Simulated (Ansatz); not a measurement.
# MgO (P-6m2) in Ansatz: settings compared

The runs below take MgO through single point, electron localisation function, with LDA, RPBE+D3(BJ).

Everything below comes from runs of Ansatz 0.2.0. Logs are shortened: lines on timing, memory, paths and dates and some standing lists are left out, and cuts for length are marked.

## 1. Starting point

The structure is hexagonal, space group P-6m2 (No. 187). The conventional cell has a = 2.938 Å, b = 2.938 Å, c = 2.680 Å, α = 90.00°, β = 90.00°, γ = 120.00°. Mg (site symmetry -6m2) has 6 O at 2.16 Å as nearest neighbours. Around O (site symmetry -6m2) lie 6 Mg at 2.16 Å.

Measurements of this composition are mostly on another form, of space group No. 225.

## 2. Single point, LDA

input.yaml reads:

```yaml
crystal:
  lattice:
    - [2.9380209034, 0.0, 0.0]
    - [-1.4690104517, 2.5444007392, 0.0]
    - [0.0, 0.0, 2.67968]
  atoms:
    - { symbol: Mg, position: [0.0, 0.0, 0.0] }
    - { symbol: O, position: [0.3333333333, 0.6666666667, 0.5] }
kpoints:
  mp_grid: { grid: [10, 10, 10] }
scf:
  occupations: { method: gaussian, width: 0.05 }
hamiltonian:
  xc: lda
  pseudopotentials: { kind: all_electron, lapw: { basis_error: 0.001 } }
output:
  forces: true
  stress: true
  eigenvalues: true
```

Potentials or basis: all-electron LAPW, scalar-relativistic.

Launch:

```bash
> ansatz run input.yaml --threads 1 --pin off --max-ram 3072MiB --backend cpu --events-out ev --progress --plain --runs-dir out
```

The program printed:

```text
Warning: RAYON_NUM_THREADS=1 ignored (pool sized by the plan → 1); use --threads N
LAPW: plane waves up to 8.800 Å⁻¹, error target 1.0e-3 eV per atom; small_component_spin mean_spin; O in spheres of 1.064 Å, 6 of its electrons in bands, Dirac shells []; Mg in spheres of 1.098 Å, 10 of its electrons in bands, Dirac shells [] (how accurate: hamiltonian.pseudopotentials.lapw.basis_error, Limitations)
Engine: ansatz 0.2.0, x86_64-unknown-linux-gnu
Pseudopotentials: kind: all_electron
Pseudopotential: Mg, LAPW, valence charge 10, lapw/all_electron/scalar/gaussian/Mg, Koelling and Harmon's equation, gaussian nucleus
Pseudopotential: O, LAPW, valence charge 6, lapw/all_electron/scalar/gaussian/O, Koelling and Harmon's equation, gaussian nucleus
Functional definition: SPW92
  exchange = slater_x
  correlation = pw_c
Crystal: 2 atoms, lattice volume = 20.032 Å³
Basis set: ecut = 295.01245712617606 eV, 229 PW (Γ), exchange–correlation at level 2
Bands: 12, of which v1, the nominal top of the filled ones, is band 8 counted from 1 (7 counted from 0)
Symmetry: 12 space group operations
Space group: P-6m2 (ITA 187), of the structure as read, at distance tolerance 2.7e-5 Å
k-points: 84 of 1000 (time reversal used)
Non-local potential: Mg, projectors of the file, none
Non-local potential: O, projectors of the file, none
Initial density: superposition of atomic densities (chi_scale 0.1, normalization cell, long waves kept (reshape's long-wave potential 0.00 eV rms))
Initial wavefunctions: plane waves of lowest kinetic energy (no species holds an atomic orbital)
Functional: x = slater, c = lda
iter 1 solved again at ethr=1.58e-2 eV; its pass at ethr=1.00e-1 eV (dr2=2.53e0 eV) is discarded
SCF iter   1: F=—  HF=-7469.696911 eV  |F-HF|=—  |Δ(HF+E_count)|=         —  Δρ=1.01e-1  dr2=2.53e0  ethr=1.58e-2  ⟨swp⟩=2.0  Hψ=6996  notcnv=0
preconditioner: auto → none  [insulator: Δε(μ)=5.458 eV  Ē_g=19.398 eV  σ=0.050 eV  W_gap=1.00  n_scr=8 (ndim 8)  ℏωp=23.5 eV  f_vac=0.000  D(μ)=0.00/eV (n_scr^D=0)  ε∞_Penn≈2.5]
iter 2 solved again at ethr=5.20e-4 eV; its pass at ethr=1.58e-2 eV (dr2=8.32e-2 eV) is discarded
SCF iter   2: F=—  HF=-7468.407936 eV  |F-HF|=—  |Δ(HF+E_count)|=    1.29e0  Δρ=2.51e-2  dr2=8.30e-2  ethr=5.20e-4  ⟨swp⟩=2.3  Hψ=5507  notcnv=0
SCF iter   3: F=—  HF=-7467.977311 eV  |F-HF|=—  |Δ(HF+E_count)|=   4.31e-1  Δρ=1.62e-2  dr2=6.95e-2  ethr=5.18e-4  ⟨swp⟩=3.0  Hψ=3408  notcnv=0
SCF iter   4: F=—  HF=-7467.953835 eV  |F-HF|=—  |Δ(HF+E_count)|=         —  Δρ=1.39e-3  dr2=4.17e-4  ethr=4.34e-4  ⟨swp⟩=2.0  Hψ=3025  notcnv=0
the basis was enlarged: its passes take 54.6 KiB over the memory plan, 1 of 1 planned eigensolver slots
SCF iter   5: F=—  HF=-7467.953530 eV  |F-HF|=—  |Δ(HF+E_count)|=   3.06e-4  Δρ=1.20e-4  dr2=1.44e-6  ethr=2.60e-6  ⟨swp⟩=2.0  Hψ=2692  notcnv=0
SCF iter   6: F=—  HF=-7467.953527 eV  |F-HF|=—  |Δ(HF+E_count)|=   2.11e-6  Δρ=1.15e-5  dr2=1.03e-8  ethr=8.98e-9  ⟨swp⟩=3.0  Hψ=2919  notcnv=0
SCF iter   7: F=-7467.953527 eV  HF=-7467.953527 eV  |F-HF|=1.19e-9  |Δ(HF+E_count)|=   3.56e-7  Δρ=2.68e-6  dr2=6.73e-10  ethr=6.45e-11  ⟨swp⟩=2.8  Hψ=2815  notcnv=0
SCF 1 converged in 7 iterations: F = -7467.953527 eV  dr2 = 6.73e-10
SCF converged after 7 iterations
Free energy (F): -7467.953527 eV
Harris-Foulkes:  -7467.953527 eV  (|F-HF|=1.19e-9)
Internal energy: -7467.953527 eV  (E = F + TS)
E sigma→0 (E₀):  -7467.953527 eV
Fermi energy:    8.757725 eV
--- Per-component energies (eV) ---
  E_band       = -313.278980
  E_kinetic    = 7458.202221
  E_xc         = -647.137333
  E_electrostatic = -14279.018415  (all electrons and nuclei)
  E_smearing   = -0.000000  (= −TS)
  E_closure    = 0.000000  (closes the sum)
  E_atoms      = -7455.442957  (free atoms, spherical and without spin; not in F)
  Σ components = -7467.953527   (vs F -7467.953527, Δ=0.00e0)
  Basis errors (estimates in eV, not in F): energy 3.7e-4 per atom: plane waves 3.4e-4 (1.9e-4 summed), levels above the bands 0.0e0, relativity 3.8e-9, radial functions 2.9e-5, core shells 1.8e-6; eigenvalues (radial functions only) 1.2e-5; not estimated: angular momenta, meshes, grids; target (lapw.basis_error) 1.0e-3; muffin-tin radii O 1.064 Å, Mg 1.098 Å
--- Forces (eV/Å), atoms counted from 1 ---
  atom   1  Mg     0.00000000    -0.00000000    -0.00000000
  atom   2  O      0.00000000     0.00000000    -0.00000000
  max |Σ_I F_I| component: 5.32e-17 eV/Å
--- Stress (GPa, compression-positive) ---
       -8.769011       0.000000       0.000000
        0.000000      -8.769011       0.000000
        0.000000       0.000000     -10.031058
  P = ⅓ Tr σ = -9.1897 GPa (-91.897 kbar)
--- Band table (eV; the first three rows and the last of 84) ---
  k-point 0: bands = ["-65.2249", "-32.6287", "-32.6287", "-32.5736", "-9.8763", "6.6826", "6.6826", "6.8812", "10.2346", "18.9338", "22.5981", "22.5981"]
  k-point 1: bands = ["-65.2237", "-32.6276", "-32.6276", "-32.5853", "-9.7822", "6.1150", "6.7286", "6.7286", "10.8274", "19.0289", "22.7278", "22.7278"]
  k-point 2: bands = ["-65.2208", "-32.6248", "-32.6248", "-32.6158", "-9.5231", "4.6563", "6.8519", "6.8519", "11.9211", "18.9794", "23.1085", "23.1085"]
  k-point 83: bands = ["-65.2053", "-32.6756", "-32.6687", "-32.6556", "-7.9227", "3.7171", "4.5323", "5.1221", "13.4362", "17.7392", "20.3879", "21.7108"]
```

Run time: 11 s. Hardware: 1 thread of Intel Xeon at 2.70GHz, shared host; peak memory 0.3 GiB.

Results:

* Free energy: -7467.9535 eV
* Pressure: -9.2 GPa
* Band gap on the k mesh: 2.96 eV, indirect (least direct gap 3.35 eV)

## 3. Electron localisation function, RPBE+D3(BJ)

Edit input.yaml of step 2 so:

```diff
@@ -13,4 +13,5 @@
 hamiltonian:
-  xc: lda
-  pseudopotentials: { kind: all_electron, lapw: { basis_error: 0.001 } }
+  xc: rpbe
+  dispersion: d3bj
+  pseudopotentials: { kind: all_electron, datasets: crystal }
 output:
@@ -19 +20,3 @@
   eigenvalues: true
+  elf: true
+  volumetric_format: npy
```

Potentials or basis: all-electron PAW datasets made for the crystal.

Launch:

```bash
> ansatz run input.yaml --threads 1 --pin off --max-ram 3072MiB --backend cpu --events-out ev --progress --plain --runs-dir out
```

Run time: 7.5 s. Hardware: 1 thread of Intel Xeon at 2.70GHz, shared host; peak memory 0.45 GiB.

The run converged. Its results:

```
Free energy            : -7508.8003 eV
Pressure               : -17.5 GPa
Band gap on the k mesh : 3.12 eV, indirect (least direct gap 3.51 eV)
```

Stress tensor (GPa, compression positive):
```
-18.47   0.00   0.00
  0.00 -18.47   0.00
  0.00   0.00 -15.56
```

Levels at points of the mesh, in eV from the valence-band top:
| k point | band 2 | band 3 | band 4 | band 5 | band 6 |
| --- | --- | --- | --- | --- | --- |
| (0.00, 0.00, 0.00) | -0.59 | -0.59 | -0.39 | 3.12 | 12.00 |
| (0.00, 0.00, -0.50) | -5.29 | -0.09 | -0.09 | 8.39 | 9.14 |
| (0.00, -0.50, 0.00) | -4.82 | -1.30 | -0.04 | 6.73 | 10.69 |
| (0.00, -0.50, -0.50) | -3.67 | -3.31 | -0.82 | 5.99 | 11.54 |

Caveat: so large a pressure means that the cell lies far from this level's equilibrium, or that cutoff or potentials fall short. A k mesh can miss the band edges.
